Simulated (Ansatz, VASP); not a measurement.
# Two plane-wave programs on Rb

```
CELL_PARAMETERS angstrom
-2.85746 2.85746 2.85746
2.85746 -2.85746 2.85746
2.85746 2.85746 -2.85746
ATOMIC_POSITIONS crystal
Rb 0.00000 0.00000 0.00000
```

Change from the starting cell: volume scaled by 1.06.

Alike in both runs: task single point; functional PBE; k mesh 7 × 7 × 7; occupations fermi-dirac, width 0.05 eV; no spin polarisation.

|  | VASP | Ansatz |
| --- | --- | --- |
| version | VASP 6.6.1 | Ansatz 0.2.0 |
| potentials or method | VASP PAW PBE potentials, release 64 (Rb_sv) | Ansatz PAW |
| plane-wave cutoff (eV) | 520 | 420 |
| valence electrons in the cell | 9 | 9 |

```tsv
	VASP	Ansatz	Ansatz less VASP
gap on the k mesh at the Fermi level (eV)	none	none	-
pressure (GPa)	-0.1	-0.1	0.00
```

A gap of «none» marks a metal or a gap that the smearing closes.
